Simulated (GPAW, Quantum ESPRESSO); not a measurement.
The N K edge of atom 1 in BN (P6_3/mmc), with 3 B at 1.44 Å (trigonal planar, site symmetry -6m2), was computed in 2 ways: full core hole (charged cell) and no core hole. Program and functional: Quantum ESPRESSO XSpectra, PBE, Lorentzian half width 0.3 eV up to 4 eV, rising linearly to 2.5 eV at 25 eV; cells of 4 and 28 atoms (the run without a hole in the smaller).

Each run is counted from its own lowest empty level or Fermi level and scaled to a mean of 1 over its first 20 eV. (XSpectra's own axis starts at xe0, in the gap; it has been shifted.)

```tsv
E (eV)	run 1	run 2
-2.0	0.05	0.03
-1.5	0.06	0.03
-1.0	0.10	0.04
-0.5	0.20	0.06
0.0	0.64	0.11
0.5	0.78	0.24
1.0	0.80	0.44
1.5	0.62	0.58
2.0	0.78	0.59
2.5	0.60	0.70
3.0	0.63	0.82
3.5	0.75	0.81
4.0	0.79	0.83
4.5	0.88	0.80
5.0	1.16	0.80
5.5	1.47	0.75
6.0	1.74	0.74
6.5	1.91	0.81
7.0	1.87	0.92
7.5	1.78	1.05
8.0	1.64	1.21
8.5	1.45	1.29
9.0	1.24	1.27
9.5	1.08	1.18
10.0	0.99	1.07
10.5	0.98	1.00
11.0	0.98	0.97
11.5	0.97	0.96
12.0	0.97	0.97
12.5	0.99	1.01
13.0	1.02	1.08
13.5	1.04	1.14
14.0	1.05	1.21
14.5	1.04	1.28
15.0	1.01	1.35
15.5	0.95	1.42
16.0	0.87	1.47
16.5	0.80	1.46
17.0	0.73	1.41
17.5	0.68	1.33
18.0	0.64	1.24
18.5	0.60	1.14
19.0	0.56	1.05
19.5	0.53	0.96
20.0	0.50	0.88
20.5	0.47	0.81
21.0	0.46	0.76
21.5	0.44	0.73
22.0	0.43	0.70
22.5	0.43	0.68
23.0	0.42	0.66
23.5	0.42	0.65
24.0	0.41	0.64
24.5	0.41	0.62
25.0	0.41	0.61
25.5	0.41	0.60
26.0	0.41	0.59
26.5	0.41	0.58
27.0	0.41	0.57
27.5	0.41	0.56
28.0	0.41	0.55
28.5	0.40	0.54
29.0	0.40	0.53
29.5	0.40	0.53
30.0	0.39	0.52
30.5	0.39	0.51
31.0	0.38	0.50
31.5	0.38	0.49
32.0	0.38	0.48
```

The database entry behind the starting cell differs from later determinations by our own check (about 0.3 % short, minor phase), so it need not match the best structure at ambient conditions.

**Question.** Which run is which?

Run 1: full core hole (charged cell) (area from −2 to 6 eV 5.6, main maxima 0.8 eV (0.87), 2.0 eV (0.78), 6.5 eV (1.91) and 14.0 eV (1.05)). Run 2: no core hole (area from −2 to 6 eV 4.0, main maxima 4.0 eV (0.83), 8.7 eV (1.30) and 16.2 eV (1.47)). With each curve scaled to its own mean, the area from −2 to 6 eV with the hole is 5.6 against 4.0, and the centre of weight from −1 to 20 eV moves by -1.9 eV: the hole pulls the absorber's empty states down.

[Banner, clock and machine lines of the logs are left out without a mark of their own.]

[Logs are printed without paths, hosts, clocks, repeated set-up lines and the standing remarks that a program may print on its own settings, such as how far it seeks lower states.]

[Hosts, paths, dates, database ids (printed as entryN), source tags and the programs' standing remarks are cut or masked in the printed files.]

[Lists of maxima count a maximum above −3 eV only where it reaches 4 % of the highest in the window and stands out from its surroundings by 2 % of it (1.5 % where it reaches 55 %); shoulders and weaker maxima are passed over, and of the rest the first, up to two pre-edge ones and the few strongest are named.]
